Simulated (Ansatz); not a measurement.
# Ge: response to strain

Aim: deform Ge (zz strain of -1 %) and compute stress, forces and field gradients with LAPW, PAW and all-electron datasets made for the crystal.

Method: DFT PBE, scalar-relativistic, in Ansatz 0.2.0.

## Step 1: Starting point

The structure is hexagonal, space group P6_3/mmc (No. 194). The conventional cell has a = 3.998 Å, b = 3.998 Å, c = 6.599 Å, α = 90.00°, β = 90.00°, γ = 120.00°. Ge (site symmetry 3m) is surrounded by 4 Ge at 2.45 to 2.47 Å.

Structure file:

```
Ge
1.0
     3.99759    0.00000    0.00000
    -1.99879    3.46201    0.00000
     0.00000    0.00000    6.59938
Ge
4
Direct
  0.66667 0.33333 0.06290
  0.33333 0.66667 0.56290
  0.66667 0.33333 0.43710
  0.33333 0.66667 0.93710
```

Atoms are numbered in the order of the input: Ge1, Ge2, Ge3, Ge4.

## Step 2: The deformed structure

Space group P6_3/mmc before, P6_3/mmc after.

## Step 3: Full-potential LAPW

Input file input.yaml:

```yaml
crystal:
  lattice:
    - [3.9975858431, 0.0, 0.0]
    - [-1.9987929216, 3.462010894, 0.0]
    - [0.0, 0.0, 6.5333841705]
  atoms:
    - { symbol: Ge, position: [0.6666666667, 0.3333333333, 0.06290125] }
    - { symbol: Ge, position: [0.3333333333, 0.6666666667, 0.56290125] }
    - { symbol: Ge, position: [0.6666666667, 0.3333333333, 0.43709875] }
    - { symbol: Ge, position: [0.3333333333, 0.6666666667, 0.93709875] }
kpoints:
  mp_grid: { grid: [11, 11, 6] }
  band_path:
    path:
      - [0.0, 0.0, 0.0]
      - [0.5, 0.0, 0.0]
      - [0.3333333333, 0.3333333333, 0.0]
      - [0.0, 0.0, 0.0]
      - [0.0, 0.0, 0.5]
      - [0.5, 0.0, 0.5]
      - [0.3333333333, 0.3333333333, 0.5]
      - [0.0, 0.0, 0.5]
      - [0.5, 0.0, 0.5]
    npoints: 5
scf:
  occupations: { method: fermi_dirac, width: 0.05 }
hamiltonian:
  xc: pbe
  pseudopotentials: { kind: all_electron, lapw: { basis_error: 0.001 } }
output:
  forces: true
  stress: true
  eigenvalues: true
```

Command:

```sh
$ ansatz run input.yaml --threads 1 --pin off --max-ram 4096MiB --backend cpu --events-out ev --progress --plain --runs-dir out
```

## Step 4: PAW on the default files

Input file input.yaml:

```yaml
crystal:
  lattice:
    - [3.9975858431, 0.0, 0.0]
    - [-1.9987929216, 3.462010894, 0.0]
    - [0.0, 0.0, 6.5333841705]
  atoms:
    - { symbol: Ge, position: [0.6666666667, 0.3333333333, 0.06290125] }
    - { symbol: Ge, position: [0.3333333333, 0.6666666667, 0.56290125] }
    - { symbol: Ge, position: [0.6666666667, 0.3333333333, 0.43709875] }
    - { symbol: Ge, position: [0.3333333333, 0.6666666667, 0.93709875] }
kpoints:
  mp_grid: { grid: [11, 11, 6] }
scf:
  occupations: { method: fermi_dirac, width: 0.05 }
hamiltonian:
  xc: pbe
  pseudopotentials: { kind: paw }
output:
  forces: true
  stress: true
  eigenvalues: true
  efg: { contact_densities: true }
```

## Step 5: All-electron PAW on datasets made for the crystal

Edit input.yaml of step 4 so:

```diff
@@ -16,3 +16,3 @@
   xc: pbe
-  pseudopotentials: { kind: paw }
+  pseudopotentials: { kind: all_electron, datasets: crystal }
 output:
```

(Steps that only read results are left out.)

What does the calculation give? Wanted: pressure; largest shear or deviatoric stress.

**Answer**, as computed:

```
                                 quantity                                           value
                                 pressure  LAPW 3.66, PAW 3.66, crystal datasets 3.66 GPa
largest shear or deviatoric stress (LAPW)                                        1.19 GPa
```

What this shows: The largest part of the stress beyond the pressure is 1.19 GPa in size, in the zz component; the atoms are carried along and not relaxed. No run of the undeformed cell stands beside it, so the pressure holds what the given cell had before the change. PAW: stress within 0.01 GPa of LAPW, forces within 1 meV/Å. Crystal datasets: stress within 0.01 GPa of LAPW, forces within 1 meV/Å.
